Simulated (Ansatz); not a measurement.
I need a projected density of states of KNbO3, space group Pm-3m. Use the Python package of Ansatz (0.2.0). Level of theory: PBEsol, PAW, cutoff 463 eV, 6×6×6 k-points, fixed occupations.

```cif
data_structure
_symmetry_space_group_name_H-M 'P 1'
_symmetry_Int_Tables_number 1
_cell_length_a 4.0292
_cell_length_b 4.0292
_cell_length_c 4.0292
_cell_angle_alpha 90.000
_cell_angle_beta 90.000
_cell_angle_gamma 90.000
_cell_volume 65.41
loop_
_atom_site_label
_atom_site_type_symbol
_atom_site_fract_x
_atom_site_fract_y
_atom_site_fract_z
_atom_site_occupancy
K1 K 0.00000 0.00000 0.00000 1
Nb1 Nb 0.50000 0.50000 0.50000 1
O1 O 0.00000 0.50000 0.50000 1
O2 O 0.50000 0.00000 0.50000 1
O3 O 0.50000 0.50000 0.00000 1
```

`knbo3_pdos.py`
```python
# -*- coding: utf-8 -*-
'''Which atoms and shells make the states of KNbO3.'''

import ansatz as az
import numpy as np

KGRID = (6, 6, 6)
SMEARING = 'fixed'
XC = 'pbesol'
N_EMPTY = 16


def main():
    vectors = np.array([
        [4.02918, 0.0, 0.0],
        [0.0, 4.02918, 0.0],
        [0.0, 0.0, 4.02918],
    ])
    cell = (
        az.Lattice.of(vectors)
        .atom('K', [0.0, 0.0, 0.0])
        .atom('Nb', [0.5, 0.5, 0.5])
        .atom('O', [0.0, 0.5, 0.5])
        .atom('O', [0.5, 0.0, 0.5])
        .atom('O', [0.5, 0.5, 0.0])
    )

    model = (
        cell.calculation()
        .kpoints(*KGRID)  # the mesh must be finer for metals
        .occupations(SMEARING)  # no smearing
        .basis(34 * az.Ry)
        .functional(XC)
        .scf(extra_bands=N_EMPTY)
        .density_of_states(projected=True, method='smearing', broadening_width=0.15, energy_step=0.1)  # states per eV and cell
    )
    planned = model.session().plan(threads=1)
    facts = planned.describe()
    print('plan:', facts['n_bands'], 'bands,', len(facts['kpoints_frac']), 'k-points, plane waves', facts['n_pw_range'], 'grid', facts['fft_dense'])
    done = planned.execute()
    rep = done.report

    dos = done.density_of_states()
    energy = np.asarray(dos.energies_ev) - dos.fermi_ev
    curves = {}
    for site in done.projected_density_of_states().sites:
        for shell in site.shells:
            weight = sum(np.sum(curve.g_bin_mean_per_ev, axis=0) for curve in shell.curves)
            name = f'{site.species} {shell.label}'
            curves[name] = curves.get(name, 0) + weight

    step = energy[1] - energy[0]
    windows = [(-8, -4), (-4, 0), (0, 6)]
    print('states by shell in windows of E - E_F (eV):', windows)
    for name, g in curves.items():
        print(f'{name:8s}', ' '.join(f'{step * g[(energy >= a) & (energy < b)].sum():8.3f}' for a, b in windows))
    filled = (energy < 0) & (energy > -8)
    for name, g in curves.items():
        if g[filled].sum() * step > 0.5:
            print(f'centre of {name}: {np.average(energy[filled], weights=g[filled]):.2f} eV')


if __name__ == '__main__':
    main()
```

Output of `python knbo3_pdos.py`:
```text
plan: 36 bands, 20 k-points, plane waves [1419, 1498] grid [30, 30, 30]
states by shell in windows of E - E_F (eV): [(-8, -4), (-4, 0), (0, 6)]
K 3S        0.002    0.008    0.004
K 4S        0.006    0.073    0.087
K 3P        0.008    0.137    0.003
Nb 4S       0.013    0.015    0.002
Nb 5S       0.111    0.051    0.005
Nb 4P       0.015    0.096    0.001
Nb 4D       0.840    1.785    4.410
O 2S        0.038    0.086    0.111
O 2P        2.064   12.330    1.787
centre of Nb 4D: -3.45 eV
centre of O 2P: -2.24 eV
```

What to keep in mind:
- No spin polarisation was allowed.
- Semilocal gaps usually lie well under measured ones.
- Under fixed occupations the level called the Fermi level is the highest filled one on the SCF mesh; off the mesh a filled band can lie a little above it.
- The empty d shell of the heavier alkali and alkaline-earth atoms, which makes much of a conduction band, may have no channel.
- This is a high-temperature or high-pressure form, not the ambient phase.
- The crystal has a gap of about 1.47 eV on the mesh; any density of states at or just above the Fermi level is the tail of the broadening.
- The structure comes from a database of computed cells and needn't be a stable or known phase.
- Curves are summed over the cell's atoms. Only shells that the potentials hold have channels, so projections don't add up to the total, least of all where a shell is missing (p of most metals); heights and places of peaks move with the mesh.
- The density of states is complete only as far up as bands were computed.
- A band centre counts only the states inside the window taken.
- The whole script took 2.8 s on 1 thread of Intel(R) Xeon(R) Processor @ 2.30GHz, with other jobs on the host, peak memory 0.53 GiB.
